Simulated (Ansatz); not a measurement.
Property card for HfO₂

Theory: DFT r2SCAN, scalar-relativistic, plane waves, PAW in Ansatz.

Settings: cutoff 500 eV, Γ-centred mesh 6×6×6 on the computed 6-atom cell, Gaussian smearing of 0.02 eV; no spin polarisation.

The structure is relaxed at this level of theory with its symmetry kept. This form isn't the usual stable structure of the compound.

```xyz
6
Lattice="3.5768 0.0000 0.0000 0.0000 3.5768 0.0000 0.0000 0.0000 5.2027" Properties=species:S:1:pos:R:3 pbc="T T T"
Hf    1.7884    1.7884    2.6013
Hf    0.0000    0.0000    0.0000
O     0.0000    1.7884    3.6219
O     1.7884    0.0000    4.1821
O     1.7884    0.0000    1.5808
O     0.0000    1.7884    1.0206
```

Task: Formation energy from the elements' standard states (uncorrected)?

Result: -3.754 eV/atom.

Task: Generalised Kohn–Sham band gap?

Result: 5.26 eV, indirect from Z to Γ.

Task: Löwdin character of the top 1 eV of the valence band?

Result: O 2p 91 %.

Task: Löwdin character of the lowest 1 eV of the conduction band?

Result: Hf 5d 86 %, O 2p 10 %.

Task: Electron masses at the edge by Cartesian direction of the standard setting (m_e; degenerate bands sorted by energy; no spin-orbit coupling)?

Result: x: 0.89, 0.64; y: 0.89, 0.64; z: 1.0, 1.9.

Task: Hole masses at the edge by Cartesian direction of the standard setting (m_e; degenerate bands sorted by energy; no spin-orbit coupling)?

Result: x: 1.2, 0.72; y: 1.2, 0.72; z: 8.0, 8.0.

Task: Bulk modulus?

Result: 191 GPa.

Task: Its pressure derivative?

Result: 5.8.

Task: Electronic dielectric constant xx, yy, zz of the standard setting (independent particles)?

Result: 4.9, 4.9, 4.5.

Task: Bader charges (e)?

Result: Hf (2 in the cell) 2.75, O (4 in the cell) -1.37.

Spin-orbit coupling is left out, which matters for the bands of heavy elements.